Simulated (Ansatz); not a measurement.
## Al₂O₃ at a changed volume — quadrupolar parameters

The cell is a measured structure from the Crystallography Open Database (COD), relaxed with PBE at fixed cell and then changed (volume scaled by 1.02, ions relaxed).

```xyz
10
Lattice="2.3960 1.3833 4.3606 -2.3960 1.3833 4.3606 0.0000 -2.7667 4.3606" Properties=species:S:1:pos:R:3 pbc="T T T"
Al    0.0000    0.0000    4.6058
Al    0.0000    0.0000    1.9350
Al    0.0000    0.0000    8.4758
Al    0.0000    0.0000   11.1467
O    -0.9274    1.3833    7.6310
O    -0.7343   -1.4949    7.6310
O     1.6617    0.1115    7.6310
O     0.9274   -1.3833    5.4507
O     0.7343    1.4949    5.4507
O    -1.6617   -0.1115    5.4507
```

Atoms are numbered from 1 in the order listed; like atoms form one site, named after its first atom.

Level of theory: DFT, PBE, plane waves and PAW, scalar-relativistic, 420 eV cutoff, Γ-centred 8×8×8 k-points, Fermi–Dirac smearing 0.02 eV (Ansatz 0.2.0).

V_zz is the principal component of the electric field gradient with the largest magnitude, η = (V_xx − V_yy)/V_zz and C_Q = eQV_zz/h. Directions are in the Cartesian axes of the cell vectors above, for the atom listed; none is given where the gradient is under 0.02 or η is above 0.95.

Problem. Which values are expected at the nuclei?

Solution. 

```tsv
site	first atom	first shell	V_zz (10²¹ V/m²)	η	direction of V_zz (x, y, z)
Al	1	6 O at 1.87–1.98 Å	0.55	0.00	0.00 0.00 1.00
O	5	4 Al at 1.87–1.98 Å; also 2 Al at 3.24 Å	-3.98	0.51	0.00 0.72 0.69
```

An axis of threefold or higher order runs through Al, so V_zz lies along it and η is zero.
